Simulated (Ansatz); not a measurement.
Te: pressure and energy change per atom as volume scale varies

Plane-wave DFT, scalar-relativistic PAW made under PBE with cores redone for the functional, no dispersion; the given relaxed cell is scaled uniformly, energy at zero smearing counts from the unscaled cell, pressure at the given Fermi-Dirac smearing is positive in compression. The results are calculated, by Ansatz 0.2.0.

The cell before it is scaled or strained (space group P6_3/mmc, No. 194):
```
Te
1.0
      4.1111     0.0000     0.0000
     -2.0556     3.5603     0.0000
      0.0000     0.0000     4.4091
Te
2
Direct
  0.33333 0.66667 0.25000
  0.66667 0.33333 0.75000
```

Settings of every row: spin polarised no; functional revPBE; wave cutoff 420 eV; smearing width 0.1 eV; k mesh 10x10x8.

Atom starting moment: 0 on all atoms.

Limits: no spin-orbit coupling, which can matter with elements this heavy; the cell comes from a prototype or a list of computed structures and needn't be the stable phase.

| row | volume scale | V (Å³/atom) | pressure (GPa) | energy change per atom (meV) |
| --- | --- | --- | --- | --- |
| 1 | 0.88 | 28.395 | 7.73 | 80.65 |
| 2 | 0.92 | 29.686 | 4.51 | 32.09 |
| 3 | 0.96 | 30.977 | 1.94 | 6.79 |
| 4 | 1.04 | 33.558 | ? | ? |
| 5 | 1.08 | 34.849 | -2.96 | 27.41 |
| 6 | 1.12 | 36.14 | -3.95 | 56.03 |

Question: what pressure and energy change per atom should row 4 give?

Worked fit of pressure. Take u = (V_r/V)^(2/3) − 1 with V_r = 30.977 Å³ an atom, which is twice the finite (Eulerian) strain; such expansions in the strain, on which the Birch-Murnaghan equation of state is built, carry the rest volume and the bulk modulus. The shown rows have u = 0.05974, 0.02879, 0, -0.07552, -0.09767. Least squares give pressure = 1.946 + 82.82 × u + 231.9 × u² GPa; a straight line predicts inner rows, each left out in turn, worse (root mean square 0.61 against 0.03 GPa). The rows lie off it by 0.01, -0.01, -0.01, 0.03, -0.02. The pressure vanishes at u = -0.0253, or V = 32.19 Å³ an atom, and there the bulk modulus at fixed shape and fractions is B = −V dP/dV = (2/3)(1 + u) dP/du = 46.2 GPa. Letting shape and atoms relax would as a rule lower it, by much in layered, chain or molecular crystals. The withheld row has u = -0.05196, so the fit gives 1.946 + 82.82 × (-0.05196) + 231.9 × (-0.05196)² = -1.73 GPa.

The calculation gave -1.69 GPa. The fit lies 0.04 GPa (2.4 % of the value, 0.34 % of the column's range) below it; its largest miss of a shown row is 0.03 GPa.

Worked fit of energy change per atom. Take u = (V_r/V)^(2/3) − 1 with V_r = 30.977 Å³ an atom, which is twice the finite (Eulerian) strain; such expansions in the strain, on which the Birch-Murnaghan equation of state is built, carry the rest volume and the bulk modulus. The shown rows have u = 0.05974, 0.02879, 0, -0.07552, -0.09767. Least squares give energy change per atom = 6.875 + 570.79 × u + 11044.5 × u² meV; a straight line predicts inner rows, each left out in turn, worse (root mean square 29 against 0.73 meV). The rows lie off it by 0.26, -0.37, -0.08, 0.65, -0.45 (root mean square 0.41 meV). The withheld row has u = -0.05196, so the fit gives 6.875 + 570.79 × (-0.05196) + 11044.5 × (-0.05196)² = 7.04 meV.

The calculation gave 7.9 meV. The fit lies 0.86 meV (11 % of the value, 1.2 % of the column's range) below it; its largest miss of a shown row is 0.65 meV.
